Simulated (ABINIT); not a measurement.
# Sb (Im-3m) in ABINIT: reference runs, part 2 of 2

ABINIT 10.8.3 (patched build).

## (3) Single point, PBEsol (cell strained at random at fixed volume)

File run.abi:

```
# Pseudopotentials
pp_dirpath "./"
pseudos "Sb.upf"

# Structure
acell 6.2421031356 6.1997763473 6.1128175683
rprim
    -0.5787379848     0.5747784654     0.5785257649
     0.5689036746    -0.5865122902     0.5764997333
     0.5644409114     0.5683184743    -0.5986823610
ntypat 1
znucl 51
natom 1
typat 1
xred
     0.0066800000     0.0021220000     0.0177370000
chkprim 0
chksymtnons 0
tolsym 1.0e-6

# Plane-wave basis
ecut 1088.455450 eV

# k points
kptopt 1
ngkpt 10 10 10
nshiftk 1
shiftk 0.0 0.0 0.0

# Exchange and correlation
ixc -116133

# Bands and occupations
nband 12
occopt 3
tsmear 0.00183747

# SCF cycle
nstep 100
tolvrs 1.0e-10

# Output
iomode 3
prtwf 0
prteig 0
prtebands 0
enunit 1
prtden 1
prtvha 1
prtvclmb 1
prtpot 1
prtelf 1
```

Potentials or basis: PseudoDojo NC SR PBEsol v0.4.1 standard.

Run with:

```
abinit run.abi > log 2>&1
```

run.abo:

```text
.Version 10.8.3 of ABINIT
 Symmetries : space group P-1 (#  2); Bravais aP (primitive triclinic)
================================================================================
 Values of the parameters that define the memory need of the present run
     intxc =       0    ionmov =       0      iscf =       7    lmnmax =       6
     lnmax =       6     mgfft =      36  mpssoang =       3    mqgrid =    3001
     natom =       1  nloc_mem =       1    nspden =       1   nspinor =       1
    nsppol =       1      nsym =       2    n1xccc =    2501    ntypat =       1
    occopt =       3   xclevel =       2
       mpw =        2156          nfft =       46656          nkpt =         504
================================================================================
================================================================================

--------------------------------------------------------------------------------
------------- Echo of variables that govern the present computation ------------
--------------------------------------------------------------------------------
 -outvars: echo values of preprocessed input variables --------
            acell      6.2421031356E+00  6.1997763473E+00  6.1128175683E+00 Bohr
              amu      1.21753000E+02
          chkprim           0
      chksymtnons           0
             ecut      4.00000000E+01 Hartree
           enunit           1
                       outvar_i_n : Printing only first  50 k-points.
              ixc     -116133
                       outvar_i_n : Printing only first  50 k-points.
         kptrlatt       10    0    0      0   10    0      0    0   10
          kptrlen      5.95717890E+01
            natom           1
            nband          12
            ngfft          36      36      36
             nkpt         504
            nstep         100
             nsym           2
           ntypat           1
                       prtocc : prtvol=0, do not print more k-points.
           occopt           3
        prtebands           0
           prteig           0
           prtelf           1
           prtpot           1
         prtvclmb           1
           prtvha           1
            prtwf           0
            rprim     -5.7873798480E-01  5.7477846540E-01  5.7852576490E-01
                       5.6890367460E-01 -5.8651229020E-01  5.7649973330E-01
                       5.6444091140E-01  5.6831847430E-01 -5.9868236100E-01
          spgroup           2
           tolsym      1.00000000E-06
           tolvrs      1.00000000E-10
           tsmear      1.83747000E-03 Hartree
            typat      1
                       outvars : Printing only first  50 k-points.
           xangst      2.3575413561E-02  4.1206705767E-02 -1.7570611904E-02
            xcart      4.4551074936E-02  7.7869388451E-02 -3.3203644362E-02
             xred      6.6800000000E-03  2.1220000000E-03  1.7737000000E-02
            znucl       51.00000

================================================================================

 chkinp: Checking input parameters for consistency.

================================================================================
== DATASET  1 ==================================================================

--- !DatasetInfo
iteration_state: {dtset: 1, }
dimensions: {natom: 1, nkpt: 504, mband: 12, nsppol: 1, nspinor: 1, nspden: 1, mpw: 2156, }
cutoff_energies: {ecut:  40.0, pawecutdg:  -1.0, }
electrons: {nelect:   1.50000000E+01, charge:   0.00000000E+00, occopt:   3.00000000E+00, tsmear:   1.83747000E-03, }
meta: {optdriver: 0, ionmov: 0, optcell: 0, iscf: 7, paral_kgb: 0, }
...

 Real(R)+Recip(G) space primitive vectors, cartesian coordinates (Bohr,Bohr^-1):
 R(1)= -3.6125422  3.5878265  3.6112175  G(1)=  0.0050345  0.1426827  0.1401927
 R(2)=  3.5270755 -3.6362450  3.5741694  G(2)=  0.1451461  0.0043004  0.1409268
 R(3)=  3.4503243  3.4740272 -3.6596361  G(3)=  0.1467242  0.1449949  0.0027223
 Unit cell volume ucvol=  1.7689495E+02 bohr^3
 Angles (23,13,12)=  1.10937753E+02  1.10264797E+02  1.09441295E+02 degrees

 getcut: wavevector=  0.0000  0.0000  0.0000  ngfft=  36  36  36
         ecut(hartree)=     40.000   => boxcut(ratio)=   2.02575

--- Pseudopotential description ------------------------------------------------
- pspini: atom type   1  psp file is ./Sb.upf
12 -116133 2 -1 1434                          pspcod,pspxc,lmax,lloc,mmax
     nproj     2     2     2

   3.95346149E+02                                ecore*ucvol(ha*bohr**3)
--------------------------------------------------------------------------------

================================================================================

--- !BeginCycle
iteration_state: {dtset: 1, }
solver: {iscf: 7, nstep: 100, nline: 4, wfoptalg: 0, }
tolerances: {tolvrs: 1.00E-10, }
...

     iter   Etot(hartree)      deltaE(h)  residm     vres2
 ETOT  1  -90.665690649518    -9.067E+01 1.177E+00 3.707E-01
 ETOT  2  -90.775694897109    -1.100E-01 1.436E-01 1.530E+00
 ETOT  3  -90.775821570744    -1.267E-04 6.750E-03 8.261E-01
 ETOT  4  -90.775960160972    -1.386E-04 1.857E-03 7.064E-03
 ETOT  5  -90.775961541169    -1.380E-06 1.354E-03 3.316E-05
 ETOT  6  -90.775961546844    -5.675E-09 8.283E-04 8.190E-08
 ETOT  7  -90.775961546852    -8.427E-12 4.385E-03 2.334E-08
 ETOT  8  -90.775961546855    -3.126E-12 1.143E-03 1.017E-10
 ETOT  9  -90.775961546855     1.421E-14 1.800E-03 1.397E-13

 At SCF step    9       vres2   =  1.40E-13 < tolvrs=  1.00E-10 =>converged.

 Compute ELF
--------------------------------------------------------------------------------

 Compute kinetic energy density

 Compute gradient of the electron density
 Electron Localization Function (ELF) [min:0;max:1]
)     Maximum=    4.7796E-01  at reduced coord.    0.5833    0.5833    0.6111
)     Minimum=    2.4259E-08  at reduced coord.    0.0000    0.0000    0.0278
   Integrated=    5.6674E+01

--------------------------------------------------------------------------------
 End of ELF section

 Cartesian components of stress tensor (hartree/bohr^3)
  sigma(1 1)=  1.47425252E-05  sigma(3 2)= -2.90823001E-05
  sigma(2 2)=  5.29101675E-06  sigma(3 1)= -2.26671106E-05
  sigma(3 3)= -1.07376843E-06  sigma(2 1)= -3.45736144E-05

--- !ResultsGS
iteration_state: {dtset: 1, }
comment   : Summary of ground state results
lattice_vectors:
- [ -3.6125422,   3.5878265,   3.6112175, ]
- [  3.5270755,  -3.6362450,   3.5741694, ]
- [  3.4503243,   3.4740272,  -3.6596361, ]
lattice_lengths: [   6.24210,    6.19978,    6.11282, ]
lattice_angles: [110.938, 110.265, 109.441, ] # degrees, (23, 13, 12)
lattice_volume:   1.7689495E+02
convergence: {deltae:  1.421E-14, res2:  1.397E-13, residm:  1.800E-03, diffor: null, }
etotal    :  -9.07759615E+01
entropy   :   0.00000000E+00
fermie    :   3.06227382E-01
cartesian_stress_tensor: # hartree/bohr^3
- [  1.47425252E-05,  -3.45736144E-05,  -2.26671106E-05, ]
- [ -3.45736144E-05,   5.29101675E-06,  -2.90823001E-05, ]
- [ -2.26671106E-05,  -2.90823001E-05,  -1.07376843E-06, ]
pressure_GPa:  -1.8594E-01
xred      :
- [  6.6800E-03,   2.1220E-03,   1.7737E-02, Sb]
cartesian_forces: # hartree/bohr
- [ -0.00000000E+00,  -0.00000000E+00,  -0.00000000E+00, ]
force_length_stats: {min:   0.00000000E+00, max:   0.00000000E+00, mean:   0.00000000E+00, }
...

 Integrated electronic density in atomic spheres:
 ------------------------------------------------
 Atom  Sphere_radius  Integrated_density
    1        2.00000         11.18815016
================================================================================

 ----iterations are completed or convergence reached----

 Mean square residual over all n,k,spin=   83.709E-08; max=  17.998E-04
 reduced coordinates (array xred) for    1 atoms
       0.006680000000      0.002122000000      0.017737000000
 rms dE/dt=  0.0000E+00; max dE/dt=  0.0000E+00; dE/dt below (all hartree)
    1       0.000000000000      0.000000000000      0.000000000000

 cartesian coordinates (angstrom) at end:
    1      0.02357541356127     0.04120670576741    -0.01757061190354

 cartesian forces (hartree/bohr) at end:
    1     -0.00000000000000    -0.00000000000000    -0.00000000000000
 frms,max,avg= 0.0000000E+00 0.0000000E+00   0.000E+00  0.000E+00  0.000E+00 h/b

 cartesian forces (eV/Angstrom) at end:
    1     -0.00000000000000    -0.00000000000000    -0.00000000000000
 frms,max,avg= 0.0000000E+00 0.0000000E+00   0.000E+00  0.000E+00  0.000E+00 e/A
 length scales=  6.242103135600  6.199776347300  6.112817568300 bohr
              =  3.303178725225  3.280780353461  3.234763749357 angstroms
 Fermi (or HOMO) energy (eV) =   8.33287   Average Vxc (eV)= -11.17538
 Eigenvalues (   eV  ) for nkpt= 504  k points:
 kpt#   1, nband= 12, wtk=  0.00100, kpt=  0.0000  0.0000  0.0000 (reduced coord)
 -20.85915  -20.83390  -20.82416  -20.76401  -20.75528   -4.73704   13.63282   13.81400
  14.51485   19.27941   19.73649   19.76870
 prteigrs : prtvol=0 or 1, do not print more k-points.

--- !EnergyTerms
iteration_state     : {dtset: 1, }
comment             : Components of total free energy in Hartree
kinetic             :  5.32043829660426E+01
hartree             :  1.93820068613655E+01
xc                  : -2.25169631940929E+01
Ewald energy        : -5.78692494617457E+01
psp_core            :  2.23492043467928E+00
local_psp           : -6.60298885347358E+01
non_local_psp       : -1.91809226506440E+01
internal            : -9.07757135791310E+01
'-kT*entropy'       : -2.47967724203143E-04
total_energy        : -9.07759615468552E+01
total_energy_eV     : -2.47013975150180E+03
band_energy         : -7.08755774491021E+00
...

 Cartesian components of stress tensor (hartree/bohr^3)
  sigma(1 1)=  1.47425252E-05  sigma(3 2)= -2.90823001E-05
  sigma(2 2)=  5.29101675E-06  sigma(3 1)= -2.26671106E-05
  sigma(3 3)= -1.07376843E-06  sigma(2 1)= -3.45736144E-05

-Cartesian components of stress tensor (GPa)         [Pressure= -1.8594E-01 GPa]
- sigma(1 1)=  4.33740066E-01  sigma(3 2)= -8.55630811E-01
- sigma(2 2)=  1.55667087E-01  sigma(3 1)= -6.66889419E-01
- sigma(3 3)= -3.15913579E-02  sigma(2 1)= -1.01719085E+00

== END DATASET(S) ==============================================================
================================================================================

 -outvars: echo values of variables after computation  --------
            acell      6.2421031356E+00  6.1997763473E+00  6.1128175683E+00 Bohr
           etotal     -9.0775961547E+01
            fcart     -0.0000000000E+00 -0.0000000000E+00 -0.0000000000E+00
            rprim     -5.7873798480E-01  5.7477846540E-01  5.7852576490E-01
                       5.6890367460E-01 -5.8651229020E-01  5.7649973330E-01
                       5.6444091140E-01  5.6831847430E-01 -5.9868236100E-01
           strten      1.4742525184E-05  5.2910167524E-06 -1.0737684304E-06
                      -2.9082300136E-05 -2.2667110627E-05 -3.4573614355E-05
           xangst      2.3575413561E-02  4.1206705767E-02 -1.7570611904E-02
             xred      6.6800000000E-03  2.1220000000E-03  1.7737000000E-02
 Calculation completed.
```

Run time: 4.7 min. Hardware: 1 thread of Arm Neoverse V2, shared host; peak memory 0.26 GiB.

Results:

```yaml
Free_energy: -2470.1398 eV
Pressure: -0.2 GPa
Band_gap_on_the_k_mesh: none (metal or under the smearing width)
Valence_electrons_inside_the_program's_atomic_spheres: Sb 11.19 (radii [1.0584] Å)
```

Spin-orbit coupling is left out, which matters for the levels of Sb.
